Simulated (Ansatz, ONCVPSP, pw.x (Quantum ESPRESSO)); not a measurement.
# pw.x on bcc Ru: one setting changed

Potential: optimised norm-conserving Vanderbilt (ONCV), ONCVPSP 4.0.1.1 (patched build), PBE; core [Ar] 3d10, reference 4s2 4p6 4d7 5s1; waves: 4s+5s: rc 1.55 bohr, ncon 4, nbas 7, qcut 9.7 1/bohr, 2 projectors; 4p: rc 1.60 bohr, ncon 3, nbas 6, qcut 10.3 1/bohr, 2 projectors, debl 1.3 Ha; 4d: rc 1.80 bohr, ncon 4, nbas 8, qcut 8.9 1/bohr, 1 projector; local part: polynomial inside 1.25 bohr (lpopt 5, dvloc0 6 Ha); core correction: none. In the p channel the program set the typed energies aside and used -1.706, 0.250 Ha.

The reference run (k-mesh 15³, cutoffs 80/320 Ry, Fermi–Dirac 0.01 Ry, mixing_beta 0.4, conv_thr 1e-9, no spin) gives 2.62 GPa at 14.192 Å³/atom, where all-electron LAPW gives 1.63 GPa. This run, with its own iteration cap, changes smearing to mv.

```
&control
  calculation='scf', prefix='x', pseudo_dir='./', outdir='./tmp', tstress=.true., disk_io='none'
/
&system
  ibrav=0, nat=1, ntyp=1, ecutwfc=80, ecutrho=320, nbnd=16,
  occupations='smearing', smearing='mv', degauss=0.01
/
&electrons
  conv_thr=1e-09, mixing_beta=0.4, electron_maxstep=60
/
ATOMIC_SPECIES
Ru 1.0 Ru.UPF
CELL_PARAMETERS angstrom
  -1.52520377 1.52520377 1.52520377
  1.52520377 -1.52520377 1.52520377
  1.52520377 1.52520377 -1.52520377
ATOMIC_POSITIONS crystal
Ru 0.0000 0.0000 0.0000
K_POINTS automatic
15 15 15 0 0 0
```

```bash
pw.x < Ru.scf.in > Ru.scf.out
```

Problem. How does the run end?

Solution. It converges in 8 iterations; the free energy moves by +59.6 meV/atom and the pressure by -1.12 GPa. This scheme is built to cancel the term in the square of the width that Fermi–Dirac smearing leaves in the F of a metal.

```
Message from routine setup:
     using ibrav=0 with symmetry is DISCOURAGED, use correct ibrav instead
     lattice parameter (alat)  =       4.9921  a.u.
     unit-cell volume          =      95.7724 (a.u.)^3
     number of electrons       =        16.00
     number of Kohn-Sham states=           16
     kinetic-energy cutoff     =      80.0000  Ry
     charge density cutoff     =     320.0000  Ry
     scf convergence threshold =      1.0E-09
     Exchange-correlation= PBE
     number of k points=   120  Marzari-Vanderbilt smearing, width (Ry)=  0.0100
     iteration #  1     ecut=    80.00 Ry     beta= 0.40
     total energy              =    -189.98670682 Ry
     estimated scf accuracy    <       0.12591866 Ry
     iteration #  2     ecut=    80.00 Ry     beta= 0.40
     total energy              =    -190.00441476 Ry
     estimated scf accuracy    <       0.00377953 Ry
     iteration #  3     ecut=    80.00 Ry     beta= 0.40
     total energy              =    -190.00458243 Ry
     estimated scf accuracy    <       0.00081723 Ry
     iteration #  4     ecut=    80.00 Ry     beta= 0.40
     total energy              =    -190.00461395 Ry
     estimated scf accuracy    <       0.00002167 Ry
     iteration #  5     ecut=    80.00 Ry     beta= 0.40
     total energy              =    -190.00461481 Ry
     estimated scf accuracy    <       0.00000207 Ry
     iteration #  6     ecut=    80.00 Ry     beta= 0.40
     total energy              =    -190.00461517 Ry
     estimated scf accuracy    <       0.00000011 Ry
     iteration #  7     ecut=    80.00 Ry     beta= 0.40
     total energy              =    -190.00461519 Ry
     estimated scf accuracy    <          4.2E-09 Ry
     iteration #  8     ecut=    80.00 Ry     beta= 0.40
     the Fermi energy is    22.5850 ev
!    total energy              =    -190.00461519 Ry
     estimated scf accuracy    <          2.8E-10 Ry
     smearing contrib. (-TS)   =      -0.00007694 Ry
     The total energy is F=E-TS. E is the sum of the following terms:
     one-electron contribution =     -37.78794919 Ry
     hartree contribution      =      29.61516363 Ry
     xc contribution           =     -20.21247998 Ry
     ewald contribution        =    -161.61927271 Ry
     convergence has been achieved in   8 iterations
          total   stress  (Ry/bohr**3)                   (kbar)     P=       14.96
     Message from routine punch:
     Nothing written, as per user request (disk_io='none')
```

The run took about 45 s on one core of a shared host (Neoverse-N1, 64 threads, 124 GiB, load 42).
